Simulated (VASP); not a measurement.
Pd, 1 atom in the cell. It takes space group Fm-3m (No. 225, cubic). The conventional cell has a = 3.917 Å, b = 3.917 Å, c = 3.917 Å, α = 90.00°, β = 90.00°, γ = 90.00°. Pd (site symmetry m-3m) has 12 Pd at 2.77 Å as nearest neighbours. 

| Quantity | Value |
| --- | --- |
| Program | VASP 6.6.1 |
| Task | relaxation of cell and atoms |
| Functional | PBEsol |
| Potentials or basis | VASP PAW PBE potentials, release 64 (Pd) |
| Cutoff | 600 eV |
| k mesh | 18 × 18 × 18 |
| Occupations | gaussian, width 0.1 eV |
| Spin | no spin polarisation |
| Further INCAR settings | ALGO = Normal; EDIFF = 1e-07; IBRION = 2; EDIFFG = -0.005; NSW = 90; ISIF = 3 |

Potentials or basis: VASP PAW PBE potentials, release 64 (Pd).

The run is started by

```sh
$ cat potpaw_PBE.64/Pd/POTCAR > POTCAR
$ mpirun -np 1 vasp_std > vasp.out
```

Hardware: 1 thread of Intel(R) Xeon(R) 6975P-C (Granite Rapids), with other jobs on the host.

Task: How long does it take, and how much memory?

Result: Wall time 33 s on 1 thread of Intel(R) Xeon(R) 6975P-C (Granite Rapids), with other jobs on the host, peak memory 0.17 GiB. Counts: scf iterations 32, k points 195, ion steps 4.
